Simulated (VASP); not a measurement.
# NaCl (Fm-3m) in VASP: notebook

One crystal, NaCl, is run at these levels: r2SCAN, r2SCAN+rVV10; tasks: relaxation of cell and atoms.

All numbers are computed with VASP 6.6.1; they aren't measurements. Logs are shortened: lines on timing, memory, paths and dates and some standing lists are left out, and cuts for length are marked.

## (1) The structure

Symmetry: Fm-3m, No. 225, cubic system. Conventional cell: a = 5.687 Å, b = 5.687 Å, c = 5.687 Å, α = 90.00°, β = 90.00°, γ = 90.00°. Na (site symmetry m-3m) is surrounded by 6 Cl at 2.84 Å. Around Cl (site symmetry m-3m) lie 6 Na at 2.84 Å.

## (2) Relaxation of cell and atoms, r2SCAN

Input file INCAR:

```
ALGO = Normal
EDIFF = 1E-7
EDIFFG = -0.005
ENCUT = 600
IBRION = 2
ISIF = 3
ISMEAR = 0
LASPH = True
LCHARG = False
LMIXTAU = True
LREAL = False
LWAVE = False
METAGGA = R2SCAN
NELM = 100
NSW = 90
PREC = Accurate
SIGMA = 0.02
```

Input file KPOINTS:

```
k-points
0
Gamma
  8 8 8
```

Input file POSCAR:

```
NaCl
1.0
    0.0000000000      2.8434500000      2.8434500000
    2.8434500000      0.0000000000      2.8434500000
    2.8434500000      2.8434500000      0.0000000000
Na Cl
1 1
Direct
    0.0000000000      0.0000000000      0.0000000000
    0.5000000000      0.5000000000      0.5000000000
```

Potentials or basis: VASP PAW PBE potentials, release 64 (Na_pv, Cl).

Started as:

```console
> cat potpaw_PBE.64/Na_pv/POTCAR potpaw_PBE.64/Cl/POTCAR > POTCAR
> mpirun -np 1 vasp_std > vasp.out
```

OUTCAR:

```text
EDIFF = 1E-7
   EDIFFG = -0.005
   ENCUT = 600
   IBRION = 2
   ISIF = 3
   ISMEAR = 0
   LASPH = True
   LREAL = False
   METAGGA = R2SCAN
   NELM = 100
   NSW = 90
   PREC = Accurate

 ion  position               nearest neighbor table
   1  0.000  0.000  0.000-
   2  0.500  0.500  0.500-

  LATTYP: Found a face centered cubic cell.
 ALAT       =     5.6869000000

  Lattice vectors:

 A1 = (   0.0000000000,   2.8434500000,   2.8434500000)
 A2 = (   2.8434500000,   0.0000000000,   2.8434500000)
 A3 = (   2.8434500000,   2.8434500000,   0.0000000000)

Analysis of symmetry for initial positions (statically):
=====================================================================
 Subroutine PRICEL returns:
 Original cell was already a primitive cell.

 Routine SETGRP: Setting up the symmetry group for a
 face centered cubic supercell.

 Subroutine GETGRP returns: Found 48 space group operations
 (whereof 48 operations were pure point group operations)
 out of a pool of 48 trial point group operations.

The static configuration has the point symmetry O_h .

Analysis of symmetry for dynamics (positions and initial velocities):
=====================================================================
 Subroutine PRICEL returns:
 Original cell was already a primitive cell.

 Routine SETGRP: Setting up the symmetry group for a
 face centered cubic supercell.

 Subroutine GETGRP returns: Found 48 space group operations
 (whereof 48 operations were pure point group operations)
 out of a pool of 48 trial point group operations.

The dynamic configuration has the point symmetry O_h .

 Subroutine INISYM returns: Found 48 space group operations
 (whereof 48 operations are pure point group operations),
 and found     1 'primitive' translations

----------------------------------------------------------------------------------------

                                     Primitive cell

  volume of cell :      45.9798

  direct lattice vectors                    reciprocal lattice vectors
     0.000000000  2.843450000  2.843450000    -0.175842726  0.175842726  0.175842726
     2.843450000  0.000000000  2.843450000     0.175842726 -0.175842726  0.175842726
     2.843450000  2.843450000  0.000000000     0.175842726  0.175842726 -0.175842726

[... 100 lines left out ...]
   IALGO  =     38    algorithm
   IMIX   =      4    mixing-type and parameters
     AMIX     =   0.40;   BMIX     =  1.00
     AMIX_MAG =   1.60;   BMIX_MAG =  1.00
  volume/ion in A,a.u.               =      22.99       155.14
  Fermi-wavevector in a.u.,A,eV,Ry     =   1.101358  2.081265 16.503729  1.212990
  Thomas-Fermi vector in A             =   2.237784
   LORBIT       =      0    0 simple, 1 ext, 2 COOP (PROOUT), +10 PAW based schemes
   METAGGA = R2SCAN    functional components
   LHFCALC =     F    Hartree Fock is set to
   AEXX    =    0.0000 exact exchange contribution
   IVDW    =     0    specifies the selected vdW correction
   LEPSILON=     F    determine dielectric tensor
   LRPA    =     F    only Hartree local field effects (RPA)
 conjugate gradient relaxation of ions
 non-spin polarized calculation
 Gauss-broadening in eV      SIGMA  =   0.02
  energy-cutoff  :      600.00
  volume of cell :       45.98
 maximum number of plane-waves:      1572
   NGX = 17   NGY = 17   NGZ = 17

--------------------------------------- Ionic step        1  -------------------------------------------

 number of electron      13.9999998 magnetization

 Free energy of the ion-electron system (eV)
  ---------------------------------------------------
  ext. energy  EPLUGINS =         0.00000000
  ---------------------------------------------------
  free energy    TOTEN  =       -13.78226691 eV

  energy without entropy =      -13.78226691  energy(sigma->0) =      -13.78226691

------------------------ aborting loop because EDIFF is reached ----------------------------------------

  FORCE on cell =-STRESS in cart. coord.  units (eV):
  Direction    XX          YY          ZZ          XY          YZ          ZX
  --------------------------------------------------------------------------------------
  -------------------------------------------------------------------------------------
  Total       -0.3591707     -0.3591707     -0.3591707      0.0000000      0.0000000     -0.0000000
  in kB      -12.5154002    -12.5154002    -12.5154002      0.0000000      0.0000000     -0.0000000
  external PRESSURE =     -12.5154002 kB  Pullay stress =       0.0000000 kB
[... 131 lines left out ...]
--------------------------------------- Ionic step        5  -------------------------------------------

 number of electron      14.0000010 magnetization

 Free energy of the ion-electron system (eV)
  ---------------------------------------------------
  ext. energy  EPLUGINS =         0.00000000
  ---------------------------------------------------
  free energy    TOTEN  =       -13.79203847 eV

  energy without entropy =      -13.79203847  energy(sigma->0) =      -13.79203847

 E-fermi :  -0.9058     XC(G=0):  -8.7594

 val. band max:       -1.0208162606   @ k =   0.0000   0.0000   0.0000
 cond. band min:       5.0036320961   @ k =   0.0000   0.0000   0.0000
 fundamental gap:      6.0244483567
 Fermi energy:        -0.9058349630

 k-point     1 :       0.0000    0.0000    0.0000
  band No.  band energies     occupation
      1     -22.4973      2.00000
      2     -22.4969      2.00000
      3     -22.4969      2.00000
      4     -14.2997      2.00000
      5      -1.0208      2.00000
      6      -1.0208      2.00000
      7      -1.0208      2.00000
      8       5.0036      0.00000
      9      10.7622      0.00000
     10      10.7622      0.00000
     11      10.7622      0.00000
[... 309 lines left out ...]
 k-point    24 :      -0.3750    0.2500    0.1250
  band No.  band energies     occupation
      1     -22.5225      2.00000
      2     -22.5056      2.00000
      3     -22.5015      2.00000
      4     -13.8984      2.00000
      5      -2.7395      2.00000
      6      -1.8302      2.00000
      7      -1.4649      2.00000
      8       8.0618      0.00000
      9       9.5382      0.00000
     10      10.1146      0.00000
     11      11.6602      0.00000

 [... further k-points ...]

------------------------ aborting loop because EDIFF is reached ----------------------------------------

  FORCE on cell =-STRESS in cart. coord.  units (eV):
  Direction    XX          YY          ZZ          XY          YZ          ZX
  --------------------------------------------------------------------------------------
  -------------------------------------------------------------------------------------
  Total       -0.0025634     -0.0025634     -0.0025634      0.0000000      0.0000000     -0.0000000
  in kB       -0.0938465     -0.0938465     -0.0938465      0.0000000      0.0000000     -0.0000000
  external PRESSURE =      -0.0938465 kB  Pullay stress =       0.0000000 kB
[... 17 lines left out ...]
  FREE ENERGIE OF THE ION-ELECTRON SYSTEM (eV)
  ---------------------------------------------------
  free  energy   TOTEN  =       -13.7920384736 eV

  energy  without entropy=      -13.7920384736  energy(sigma->0) =      -13.79203847

 reached required accuracy - stopping structural energy minimisation
```

OSZICAR:

```text
N       E                     dE             d eps       ncg     rms          rms(c)
DAV:   1     0.929759774912E+02    0.92976E+02   -0.80861E+03   638   0.145E+03
DAV:   2    -0.722090656006E+01   -0.10020E+03   -0.92984E+02   747   0.292E+02
DAV:   3    -0.157868136847E+02   -0.85659E+01   -0.85119E+01   776   0.870E+01
[... 73 lines left out ...]
DAV:   7    -0.137920233891E+02   -0.19281E-04   -0.69978E-05   638   0.108E-01    0.699E-03
DAV:   8    -0.137920358591E+02   -0.12470E-04   -0.63049E-06   644   0.378E-02    0.202E-03
DAV:   9    -0.137920380852E+02   -0.22262E-05   -0.25144E-06   674   0.203E-02    0.674E-04
DAV:  10    -0.137920385501E+02   -0.46486E-06   -0.18191E-07   710   0.716E-03    0.525E-04
DAV:  11    -0.137920384736E+02    0.76478E-07   -0.12348E-08   340   0.166E-03
   5 F= -.13792038E+02 E0= -.13792038E+02  d E =-.977156E-02
```

CONTCAR:

```text
NaCl
   1.00000000000000
     0.0000000000000000    2.7969982160232876    2.7969982160232876
     2.7969982160232876    0.0000000000000000    2.7969982160232876
     2.7969982160232876    2.7969982160232876   -0.0000000000000000
  Na              Cl
     1     1
Direct
     0.0000000000000000    0.0000000000000000    0.0000000000000000
     0.5000000000000000    0.5000000000000000    0.5000000000000000

  0.00000000E+00  0.00000000E+00  0.00000000E+00
  0.00000000E+00  0.00000000E+00  0.00000000E+00
```

It took 3.2 min on 1 thread of Intel Xeon Platinum 8259CL at 2.50GHz (Skylake/Cascade Lake), shared host; peak memory 0.19 GiB.

Results:

```
Free energy                            : -13.7920 eV
Relaxed volume                         : 21.88 Å³/atom
Relaxed cell                           : a = 3.956 Å, b = 3.956 Å, c = 3.956 Å, α = 60.00°, β = 60.00°, γ = 60.00°
Space group after relaxing (to 0.05 Å) : Fm-3m (No. 225)
Energy gained by relaxing              : 4.9 meV/atom
Ionic steps                            : 5
Pressure after relaxing                : 0.0 GPa
Band gap on the k mesh                 : 6.02 eV, direct
```

Step by step:
| step | energy change (eV) | largest force (eV/Å) | pressure (GPa) | volume (Å³) |
| --- | --- | --- | --- | --- |
| 1 | 0.0000 | 0.0000 | -1.25 | 45.98 |
| 2 | -0.0074 | 0.0000 | -0.64 | 44.80 |
| 3 | -0.0094 | 0.0000 | -0.23 | 44.12 |
| 4 | -0.0080 | 0.0000 | 0.68 | 42.78 |
| 5 | -0.0098 | 0.0000 | -0.01 | 43.76 |

Final structure:
```xyz
2
Lattice="0.0000 2.7970 2.7970 2.7970 0.0000 2.7970 2.7970 2.7970 0.0000" Properties=species:S:1:pos:R:3 pbc="T T T"
Na    0.0000    0.0000    0.0000
Cl    2.7970    2.7970    2.7970
```

Levels at points of the mesh, in eV from the valence-band top:
```csv
k point,band 4,band 5,band 6,band 7,band 8,band 9,band 10,band 11
"(0.00, 0.00, 0.00)",-13.28,0.00,0.00,0.00,6.02,11.78,11.78,11.78
"(0.50, 0.00, 0.00)",-12.91,-2.00,-0.29,-0.29,7.99,11.82,11.83,11.83
"(0.50, 0.50, 0.00)",-12.86,-1.75,-0.63,-0.63,8.52,8.59,12.39,16.15
```

Caveat: the PAW data sets were made with another functional, which shifts forces and pressure a little.

## (3) Relaxation of cell and atoms, r2SCAN+rVV10

Changes to INCAR since step 2:

```diff
@@ -1,2 +1,4 @@
 ALGO = Normal
+BPARAM = 11.95
+CPARAM = 0.0093
 EDIFF = 1E-7
@@ -7,2 +9,3 @@
 ISMEAR = 0
+IVDW_NL = 2
 LASPH = True
@@ -11,2 +14,3 @@
 LREAL = False
+LUSE_VDW = True
 LWAVE = False
```

KPOINTS is that of step 2.

POSCAR is that of step 2.

Potentials or basis: VASP PAW PBE potentials, release 64 (Na_pv, Cl).

Started as:

```console
> cat potpaw_PBE.64/Na_pv/POTCAR potpaw_PBE.64/Cl/POTCAR > POTCAR
> mpirun -np 1 vasp_std > vasp.out
```

It took 7.6 min on 1 thread of Intel Xeon Platinum 8259CL at 2.50GHz (Skylake/Cascade Lake), shared host; peak memory 0.33 GiB.

The run converged. Its results:

```yaml
Free_energy: -13.3231 eV
Relaxed_volume: 21.41 Å³/atom
Relaxed_cell: a = 3.927 Å, b = 3.927 Å, c = 3.927 Å, α = 60.00°, β = 60.00°, γ = 60.00°
Space_group_after_relaxing_to_0.05_Å: Fm-3m (No. 225)
Energy_gained_by_relaxing: 10.0 meV/atom
Ionic_steps: 4
Pressure_after_relaxing: 0.0 GPa
Band_gap_on_the_k_mesh: 6.04 eV, direct
```

The path:
| step | energy change (eV) | largest force (eV/Å) | pressure (GPa) | volume (Å³) |
| --- | --- | --- | --- | --- |
| 1 | 0.0000 | 0.0000 | -1.82 | 45.98 |
| 2 | -0.0154 | 0.0000 | -0.93 | 44.26 |
| 3 | -0.0195 | 0.0000 | -0.30 | 43.27 |
| 4 | -0.0201 | 0.0000 | 0.01 | 42.82 |

Final structure:
```yaml
crystal:
  lattice:
    - [0.00000, 2.77672, 2.77672]
    - [2.77672, 0.00000, 2.77672]
    - [2.77672, 2.77672, 0.00000]
  atoms:
    - { symbol: Na, position: [0.00000, 0.00000, 0.00000] }
    - { symbol: Cl, position: [0.50000, 0.50000, 0.50000] }
```

Levels at points of the mesh, in eV from the valence-band top:
| k point | band 4 | band 5 | band 6 | band 7 | band 8 | band 9 | band 10 | band 11 |
| --- | --- | --- | --- | --- | --- | --- | --- | --- |
| (0.00, 0.00, 0.00) | -13.34 | 0.00 | 0.00 | 0.00 | 6.04 | 11.75 | 11.75 | 11.75 |
| (0.50, 0.00, 0.00) | -12.94 | -2.09 | -0.31 | -0.31 | 7.95 | 11.83 | 11.83 | 11.94 |
| (0.50, 0.50, 0.00) | -12.89 | -1.83 | -0.66 | -0.66 | 8.49 | 8.53 | 12.48 | 16.28 |

Caveat: the PAW data sets were made with another functional, which shifts forces and pressure a little.
